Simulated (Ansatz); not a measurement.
A relaxed cell of Ge is given with its symmetry left out. The cell was found from a structure generator's guess, not taken from experiment.

These are results of Ansatz, DFT PBE, scalar-relativistic, plane waves, PAW, not measurements. Cutoff 420 eV, Γ-centred mesh, Gaussian smearing, no spin polarisation.

```
CELL_PARAMETERS angstrom
3.52090 -4.07622 0.00000
3.52090 4.07622 0.00000
0.00000 0.00000 7.06568
ATOMIC_POSITIONS crystal
Ge 0.31227 0.04534 0.41118
Ge 0.45466 0.18773 0.08882
Ge 0.04534 0.31227 0.58882
Ge 0.18773 0.45466 0.91118
Ge 0.95466 0.68773 0.41118
Ge 0.68773 0.95466 0.58882
Ge 0.81227 0.54534 0.08882
Ge 0.54534 0.81227 0.91118
```

Energies count from the standard state of Ge at the same level.

(1) Find its symmetry and describe it.

(2) How far does it lie from the standard state of Ge?

(3) Is it a metal?

Answers

(1) Cmce (No. 64). Conventional cell: a = 7.042 Å, b = 8.152 Å, c = 7.066 Å. Ge has 4 Ge at 2.49–2.52 Å.

(2) +0.08 eV/atom. So it is a metastable form at best.

(3) There is no gap on the 8×8×6 mesh, but valence and conduction bands meet within 0.015 eV, so at this level it has a zero gap rather than a metal's Fermi surface.

The last run used an 8×8×6 mesh (in the run's order of axes) for its 8-atom cell and Gaussian smearing of 0.10 eV. The zero gap may come from the functional, which often closes small gaps. A later test with randomly moved atoms came back to the same energy, though modes that don't fit the test's cell weren't probed.
